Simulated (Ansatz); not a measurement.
## A strain series on GaP (zincblende): isotropic on every length

GaP in the zincblende structure, relaxed with r2SCAN in the PAW code Ansatz, then strained (isotropic on every length; changes of length per length, axes as in the cell below) with the atoms relaxed again within the symmetry that is left. Space group F-43m (No. 216), cubic; conventional cell a = 5.451 Å, 20.24 Å³ an atom. Around Ga lie 4 P at 2.36 Å; around P lie 4 Ga at 2.36 Å. The values are computed, spin-unpolarised, and not measurements.

```xyz
2
Lattice="0.0000 2.7254 2.7254 2.7254 0.0000 2.7254 2.7254 2.7254 0.0000" Properties=species:S:1:pos:R:3 pbc="T T T"
Ga    0.0000    0.0000    0.0000
P     1.3627    1.3627    1.3627
```

Gaps are the least over each mesh (PBE 8×8×8, r2SCAN 8×8×8, HSE06 6×6×6 when unstrained) and the special points, which keep their unstrained names; stress is the change from the unstrained cell, compression positive.

```
strain (%)  gap, PBE (eV)  gap, r2SCAN (eV)  gap, HSE06 (eV)    edges, HSE06  mean stress, r2SCAN (GPa)  energy rise, r2SCAN (meV/atom)
      -4.0          1.340             1.597            2.002  Γ → Γ–X (0.88)                     +14.04                            92.2
      -2.0          1.477             1.732            2.144  Γ → Γ–X (0.86)                      +6.08                            21.6
      -1.5          1.508             1.762            2.175  Γ → Γ–X (0.86)                      +4.40                            12.0
      -1.0          1.538             1.791            2.205  Γ → Γ–X (0.85)                      +2.83                             5.3
       0.0          1.592             1.844            2.260  Γ → Γ–X (0.85)                       0.00                             0.0
      +1.0          1.582                 –            2.349           Γ → X                          –                               –
      +2.0          1.343             1.845            2.265               Γ                      -4.58                            18.5
      +3.0          1.110             1.595            2.006               Γ                      -6.40                            40.3
      +3.9          0.906             1.375            1.777               Γ                      -7.81                            66.3
      +4.0          0.884             1.351            1.752               Γ                      -7.96                            69.5
```

With HSE06 the edges change from Γ → X (indirect) to Γ (direct) between +1.0 and +2.0 %.

Where an edge lies off the special points, it is a point of the mesh or the k point where a search put PBE's edge or least direct gap, reused for the other functionals, whose own edges may lie a little apart.

The meshes of the hybrids are coarse, so their gaps aren't converged to the digits shown.
